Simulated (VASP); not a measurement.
# Ni (Fm-3m) in VASP: notebook

The runs below take Ni through relaxation of cell and atoms, with PBE.

Program: VASP 6.6.1. These are calculated values, not measurements. Logs are shortened: lines on timing, memory, paths and dates and some standing lists are left out, and cuts for length are marked.

### 1 The crystal as given

Symmetry: Fm-3m, No. 225, cubic system. Conventional cell: a = 3.524 Å, b = 3.524 Å, c = 3.524 Å, α = 90.00°, β = 90.00°, γ = 90.00°. Ni (site symmetry m-3m) is surrounded by 12 Ni at 2.49 Å.

### 2 Relaxation of cell and atoms, PBE, collinear spin, ferromagnetic start

INCAR

```
SYSTEM = Ni
PREC = Accurate
ENCUT = 520
EDIFF = 1E-7
ISMEAR = 0
SIGMA = 0.1
LREAL = .FALSE.
LASPH = .TRUE.
NELM = 100
ALGO = Normal
ISIF = 3
LWAVE = .FALSE.
LCHARG = .FALSE.
ISPIN = 2
MAGMOM = 0.8
LORBIT = 11
LMAXMIX = 4
GGA = PE
IBRION = 2
NSW = 80
EDIFFG = -0.002
```

KPOINTS

```
regular mesh
0
G
  4 4 4
  0 0 0
```

POSCAR

```
Ni
1.0
    0.0000000000      1.7619350000      1.7619350000
    1.7619350000      0.0000000000      1.7619350000
    1.7619350000      1.7619350000      0.0000000000
Ni
1
Direct
    0.0000000000      0.0000000000      0.0000000000
```

Potentials or basis: VASP PAW PBE potentials, release 64 (Ni).

Started as:

```sh
cat potpaw_PBE.64/Ni/POTCAR > POTCAR
mpirun -np 1 vasp_std > vasp.out
```

OUTCAR:

```text
SYSTEM = Ni
   PREC = Accurate
   ENCUT = 520
   EDIFF = 1E-7
   ISMEAR = 0
   LREAL = .FALSE.
   LASPH = .TRUE.
   NELM = 100
   ISIF = 3
   ISPIN = 2
   LORBIT = 11
   GGA = PE
   IBRION = 2
   NSW = 80
   EDIFFG = -0.002

 ion  position               nearest neighbor table
   1  0.000  0.000  0.000-

  LATTYP: Found a face centered cubic cell.
 ALAT       =     3.5238700000

  Lattice vectors:

 A1 = (   0.0000000000,   1.7619350000,   1.7619350000)
 A2 = (   1.7619350000,   0.0000000000,   1.7619350000)
 A3 = (   1.7619350000,   1.7619350000,   0.0000000000)

Analysis of symmetry for initial positions (statically):
=====================================================================
 Subroutine PRICEL returns:
 Original cell was already a primitive cell.

 Routine SETGRP: Setting up the symmetry group for a
 face centered cubic supercell.

 Subroutine GETGRP returns: Found 48 space group operations
 (whereof 48 operations were pure point group operations)
 out of a pool of 48 trial point group operations.

The static configuration has the point symmetry O_h .

Analysis of symmetry for dynamics (positions and initial velocities):
=====================================================================
 Subroutine PRICEL returns:
 Original cell was already a primitive cell.

 Routine SETGRP: Setting up the symmetry group for a
 face centered cubic supercell.

 Subroutine GETGRP returns: Found 48 space group operations
 (whereof 48 operations were pure point group operations)
 out of a pool of 48 trial point group operations.

The dynamic configuration has the point symmetry O_h .

Analysis of structural, dynamic, and magnetic symmetry:
=====================================================================
 Subroutine PRICEL returns:
 Original cell was already a primitive cell.

 Routine SETGRP: Setting up the symmetry group for a
 face centered cubic supercell.

 Subroutine GETGRP returns: Found 48 space group operations
 (whereof 48 operations were pure point group operations)
 out of a pool of 48 trial point group operations.

The overall configuration has the point symmetry O_h .

 Subroutine INISYM returns: Found 48 space group operations
 (whereof 48 operations are pure point group operations),
 and found     1 'primitive' translations

----------------------------------------------------------------------------------------

                                     Primitive cell

  volume of cell :      10.9396

  direct lattice vectors                    reciprocal lattice vectors
     0.000000000  1.761935000  1.761935000    -0.283778914  0.283778914  0.283778914
     1.761935000  0.000000000  1.761935000     0.283778914 -0.283778914  0.283778914
     1.761935000  1.761935000  0.000000000     0.283778914  0.283778914 -0.283778914

  length of vectors
     2.491752373  2.491752373  2.491752373     0.491519496  0.491519496  0.491519496

  position of ions in fractional coordinates (direct lattice)
     0.000000000  0.000000000  0.000000000

  ion indices of the primitive-cell ions
   primitive index   ion index
                 1           1

----------------------------------------------------------------------------------------

 KPOINTS: regular mesh

Automatic generation of k-mesh.
 Grid dimensions read from file:
 generate k-points for:    4    4    4

 Generating k-lattice:

  Cartesian coordinates                     Fractional coordinates (reciprocal lattice)
    -0.070944728  0.070944728  0.070944728     0.250000000  0.000000000  0.000000000
     0.070944728 -0.070944728  0.070944728     0.000000000  0.250000000  0.000000000
     0.070944728  0.070944728 -0.070944728     0.000000000  0.000000000  0.250000000

  Length of vectors
     0.122879874  0.122879874  0.122879874

  Shift w.r.t. Gamma in fractional coordinates (k-lattice)
     0.000000000  0.000000000  0.000000000

 Subroutine IBZKPT returns following result:
 ===========================================

 Found      8 irreducible k-points:

 Following reciprocal coordinates:
            Coordinates               Weight
  0.000000  0.000000  0.000000      1.000000
  0.250000  0.000000  0.000000      8.000000
  0.500000  0.000000  0.000000      4.000000
  0.250000  0.250000  0.000000      6.000000
  0.500000  0.250000  0.000000     24.000000
 -0.250000  0.250000  0.000000     12.000000
  0.500000  0.500000  0.000000      3.000000
 -0.250000  0.500000  0.250000      6.000000
   k-points           NKPTS =      8   k-points in BZ     NKDIM =      8   number of bands    NBANDS=      9
   number of dos      NEDOS =    301   number of ions     NIONS =      1
   total plane-waves  NPLWV =   8000
   dimension x,y,z NGX =    20 NGY =   20 NGZ =   20
   dimension x,y,z NGXF=    40 NGYF=   40 NGZF=   40
   ions per type =               1
   NGX,Y,Z   is equivalent  to a cutoff of  13.34, 13.34, 13.34 a.u.
   NGXF,Y,Z  is equivalent  to a cutoff of  26.69, 26.69, 26.69 a.u.
 SYSTEM =  Ni
   PREC   = accura    normal or accurate (medium, high low for compatibility)
   ISTART =      0    job   : 0-new  1-cont  2-samecut
   ICHARG =      2    charge: 1-file 2-atom 10-const
   ISPIN  =      2    spin polarized calculation?
   LNONCOLLINEAR =      F non collinear calculations
   LSORBIT =      F    spin-orbit coupling
   LASPH  =      T    aspherical Exc in radial PAW
   ENCUT  =  520.0 eV  38.22 Ry    6.18 a.u.   4.63  4.63  4.63*2*pi/ulx,y,z
   NELM   =    100;   NELMIN=  2; NELMDL= -5     # of ELM steps
   EDIFF  = 0.1E-06   stopping-criterion for ELM
   LREAL  =      F    real-space projection
   EDIFFG = -.2E-02   stopping-criterion for IOM
   NSW    =     80    number of steps for IOM
   IBRION =      2    ionic relax: 0-MD 1-quasi-New 2-CG
   NFREE  =      1    steps in history (QN), initial steepest desc. (CG)
   ISIF   =      3    stress and relaxation
   ISYM   =      2    0-nonsym 1-usesym 2-fastsym
   POTIM  = 0.5000    time-step for ionic-motion
   TEBEG  =    0.0;   TEEND  =   0.0 temperature during run
   PSTRESS=    0.0 pullay stress
   NELECT =      10.0000    total number of electrons
   NUPDOWN=      -1.0000    fix difference up-down
   EMIN   =  10.00;   EMAX   =-10.00  energy-range for DOS
   EFERMI =   0.00;   METHOD = LEGACY
   ISMEAR =     0;   SIGMA  =   0.10  broadening in eV -4-tet -1-fermi 0-gaus
   EFERMI_NEDOS =   21; number of points for ismear=-14 and -15
   IALGO  =     38    algorithm
   IMIX   =      4    mixing-type and parameters
     AMIX     =   0.40;   BMIX     =  1.00
     AMIX_MAG =   1.60;   BMIX_MAG =  1.00
  volume/ion in A,a.u.               =      10.94        73.82
  Fermi-wavevector in a.u.,A,eV,Ry     =   1.588821  3.002436 34.345893  2.524352
  Thomas-Fermi vector in A             =   2.687765
   LORBIT       =     11    0 simple, 1 ext, 2 COOP (PROOUT), +10 PAW based schemes
   GGA     = PE    functional components
   LHFCALC =     F    Hartree Fock is set to
   AEXX    =    0.0000 exact exchange contribution
   IVDW    =     0    specifies the selected vdW correction
   LEPSILON=     F    determine dielectric tensor
   LRPA    =     F    only Hartree local field effects (RPA)
 conjugate gradient relaxation of ions
 spin polarized calculation
 Gauss-broadening in eV      SIGMA  =   0.10
  energy-cutoff  :      520.00
  volume of cell :       10.94
 maximum number of plane-waves:       303
 NGX is ok and might be reduce to    20
   NGX =  9   NGY =  9   NGZ =  9

--------------------------------------- Ionic step        1  -------------------------------------------

 number of electron      10.0000010 magnetization       0.5937578

 Free energy of the ion-electron system (eV)
  ---------------------------------------------------
  ext. energy  EPLUGINS =         0.00000000
  ---------------------------------------------------
  free energy    TOTEN  =        -5.54584519 eV

  energy without entropy =       -5.53583351  energy(sigma->0) =       -5.54083935

------------------------ aborting loop because EDIFF is reached ----------------------------------------

  FORCE on cell =-STRESS in cart. coord.  units (eV):
  Direction    XX          YY          ZZ          XY          YZ          ZX
  --------------------------------------------------------------------------------------
  -------------------------------------------------------------------------------------
  Total       -0.2864227     -0.2864227     -0.2864227     -0.0000000     -0.0000000      0.0000000
  in kB      -41.9486841    -41.9486841    -41.9486841     -0.0000000     -0.0000000      0.0000000
  external PRESSURE =     -41.9486841 kB  Pullay stress =       0.0000000 kB
[... 55 lines left out ...]
  energy  without entropy=       -5.5361060400  energy(sigma->0) =       -5.54103486

--------------------------------------- Ionic step        3  -------------------------------------------

 number of electron      10.0000006 magnetization       0.5937612

 Free energy of the ion-electron system (eV)
  ---------------------------------------------------
  ext. energy  EPLUGINS =         0.00000000
  ---------------------------------------------------
  free energy    TOTEN  =        -5.54892491 eV

  energy without entropy =       -5.53898982  energy(sigma->0) =       -5.54395737

 E-fermi :   9.6690     XC(G=0): -13.3550

 val. band max:        9.5969967131   @ k =   0.5000   0.5000   0.0000
 cond. band min:       9.6855809508   @ k =   0.5000   0.0000   0.0000
 fundamental gap:      0.0885842376
 Fermi energy:         9.6690295171

 spin component 1

 k-point     1 :       0.0000    0.0000    0.0000
  band No.  band energies     occupation
      1       0.4853      1.00000
      2       7.0867      1.00000
      3       7.0867      1.00000
      4       7.0867      1.00000
      5       8.2863      1.00000
      6       8.2863      1.00000
      7      33.4649      0.00000
      8      37.4489      0.00000
      9      37.4489      0.00000
[... 73 lines left out ...]
 k-point     8 :      -0.2500    0.5000    0.2500
  band No.  band energies     occupation
      1       5.7333      1.00000
      2       6.4410      1.00000
      3       6.4410      1.00000
      4       8.2198      1.00000
      5       9.0882      1.00000
      6      17.4139      0.00000
      7      17.4139      0.00000
      8      19.6599      0.00000
      9      20.8815      0.00000
 Fermi energy:         9.6690295171

 spin component 2

 k-point     1 :       0.0000    0.0000    0.0000
  band No.  band energies     occupation
      1       0.4348      1.00000
      2       7.8133      1.00000
      3       7.8133      1.00000
      4       7.8133      1.00000
      5       8.8481      1.00000
      6       8.8481      1.00000
      7      33.2952      0.00000
      8      37.4157      0.00000
      9      37.4157      0.00000
[... 110 lines left out ...]
  FREE ENERGIE OF THE ION-ELECTRON SYSTEM (eV)
  ---------------------------------------------------
  free  energy   TOTEN  =        -5.5489249122 eV

  energy  without entropy=       -5.5389898209  energy(sigma->0) =       -5.54395737

 reached required accuracy - stopping structural energy minimisation

 total charge

# of ion       s       p       d       tot
------------------------------------------
    1        0.494   0.522   8.316   9.332

 magnetization (x)

# of ion       s       p       d       tot
------------------------------------------
    1       -0.013  -0.025   0.644   0.606
```

Wall time 7 s (1 thread of Intel Xeon 6975P-C (Granite Rapids), shared host); peak memory 0.13 GiB.

Results:

```
Free energy                                           : -5.5489 eV
Relaxed volume                                        : 10.71 Å³/atom
Relaxed cell                                          : a = 2.474 Å, b = 2.474 Å, c = 2.474 Å, α = 60.00°, β = 60.00°, γ = 60.00°
Space group after relaxing (to 0.05 Å)                : Fm-3m (No. 225)
Energy gained by relaxing                             : 3.1 meV/atom
Ionic steps                                           : 3
Pressure after relaxing                               : 0.0 GPa
Band gap on the k mesh                                : none (metal or under the smearing width)
Net moment                                            : 0.59 μB per cell
Site moments                                          : Ni +0.61 μB
Valence electrons inside the program's atomic spheres : Ni 9.33
```

Step by step:
| step | energy change (eV) | largest force (eV/Å) | pressure (GPa) | volume (Å³) |
| --- | --- | --- | --- | --- |
| 1 | 0.0000 | 0.0000 | -4.19 | 10.94 |
| 2 | -0.0001 | 0.0000 | 4.51 | 10.49 |
| 3 | -0.0031 | 0.0000 | 0.02 | 10.71 |

Final structure:
```
Ni
1.0
     0.00000    1.74949    1.74949
     1.74949    0.00000    1.74949
     1.74949    1.74949    0.00000
Ni
1
Cartesian
  0.0000 0.0000 0.0000
```

Caveat: the k mesh is coarse (spacing up to 0.77 Å⁻¹), so the values aren't converged.

### 3 Relaxation of cell and atoms, PBE, collinear spin, ferromagnetic start

This run uses another cell than the first one, of 10.71 Å³/atom, 0.979 times its volume.

INCAR is that of step 2.

KPOINTS is that of step 2.

POSCAR

```
Ni                                      
1.0
   -0.0000000000      1.7494896410      1.7494896410
    1.7494896410     -0.0000000000      1.7494896410
    1.7494896410      1.7494896410      0.0000000000
  Ni            
     1
Direct
     0.0000000000000000    0.0000000000000000    0.0000000000000000
```

Potentials or basis: VASP PAW PBE potentials, release 64 (Ni).

Started as:

```sh
cat potpaw_PBE.64/Ni/POTCAR > POTCAR
mpirun -np 1 vasp_std > vasp.out
```

It took 2.5 s on 1 thread of Intel Xeon 6975P-C (Granite Rapids), shared host; peak memory 0.12 GiB.

Results (log left out):

* Free energy: -5.5489 eV
* Pressure after relaxing: 0.0 GPa
* Band gap on the k mesh: none (metal or under the smearing width)
* Net moment: 0.59 μB per cell
* Site moments: Ni +0.61 μB
* Valence electrons inside the program's atomic spheres: Ni 9.33

Final structure:
```cif
data_structure
_symmetry_space_group_name_H-M 'P 1'
_symmetry_Int_Tables_number 1
_cell_length_a 2.4742
_cell_length_b 2.4742
_cell_length_c 2.4742
_cell_angle_alpha 60.000
_cell_angle_beta 60.000
_cell_angle_gamma 60.000
_cell_volume 10.71
loop_
_atom_site_label
_atom_site_type_symbol
_atom_site_fract_x
_atom_site_fract_y
_atom_site_fract_z
_atom_site_occupancy
Ni1 Ni 0.00000 0.00000 0.00000 1
```

Levels at points of the mesh, in eV from the Fermi level:
Spin up:
```
           k point  band 3  band 4  band 5  band 6  band 7  band 8
(0.00, 0.00, 0.00)   -2.58   -2.58   -1.38   -1.38   23.80   27.78
(0.50, 0.00, 0.00)   -2.56   -0.71   -0.71   -0.39    5.69   22.28
(0.50, 0.50, 0.00)   -0.66   -0.58   -0.58    2.39    9.28   14.91
```
Spin down:
```
           k point  band 1  band 2  band 3  band 4  band 5  band 6  band 7  band 8  band 9
(0.00, 0.00, 0.00)   -9.23   -1.86   -1.86   -1.86   -0.82   -0.82   23.63   27.75   27.75
(0.50, 0.00, 0.00)   -4.60   -1.97   -1.97   -0.46    0.02    0.02    6.09   22.13   24.95
(0.50, 0.50, 0.00)   -4.51   -3.79   -0.07    0.26    0.26    2.34    9.50   14.90   14.90
```

Caveat: the k mesh is coarse (spacing up to 0.78 Å⁻¹), so the values aren't converged; the relaxation stopped at its first step, so nothing moved.
